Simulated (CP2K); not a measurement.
Runs of CP2K 2026.2 on BN. The typed cell holds 2 atoms: a = 2.508 Å, b = 2.508 Å, c = 3.274 Å, α = 101.11°, β = 101.11°, γ = 119.81°. The cell comes from a database or a generator and needn't be the stable form of this composition.

```tsv
level	potentials or basis	smearing	EPS_DEFAULT	NGRIDS	points a segment of the path (NPOINTS)	bands added on the path	CUTOFF of the grids	gap on the mesh (eV)	pressure (GPa)	largest force (eV/Å)
r2SCAN	POTENTIAL_UZH N GTH-SCAN-q5, B GTH-SCAN-q3; TZVP-MOLOPT-SCAN-GTH basis	fermi-dirac 0.0259 eV	1.0E-9	4	6	4	675 Ry	3.32	0.3	2.74
TB-mBJ	POTENTIAL_UZH N GTH-PBE-q5, B GTH-PBE-q3; TZVP-MOLOPT-PBE-GTH basis	fermi-dirac 0.0259 eV	1.0E-9	4	10	6	675 Ry	3.34	-	-
LDA	GTH_POTENTIALS N GTH-PADE-q5, B GTH-PADE-q3; TZVP-MOLOPT-PBE-GTH basis	fermi-dirac 0.05 eV	1.0E-9	5	10	6	450 Ry	(b)	-4.1	2.69
PBEsol	POTENTIAL_UZH N GTH-PBE-q5, B GTH-PBE-q3; TZVP-MOLOPT-PBE-GTH basis	fermi-dirac 0.0259 eV	1.0E-10	5	8	2	450 Ry	2.69	(a)	2.78
```

Alike in all rows: task band structure; no spin polarisation; cell as given; k mesh 13 × 13 × 9.

Problem. Fill in the values left out.

Solution. (a) 3.8; (b) 2.64.

Caveats: the basis of atomic orbitals isn't converged, which shifts pressures, moduli and gaps; forces of over 1 eV/Å show positions far from the minimum, so gaps and moduli don't describe the material at rest (some runs); the potentials were made for another functional, which shifts forces and pressure (some runs); this is a model potential without an energy functional, so only levels have meaning (some runs); the mesh misses the band edges, which the band path finds closer together (some runs).

Runs at the PBE level aren't shown here.
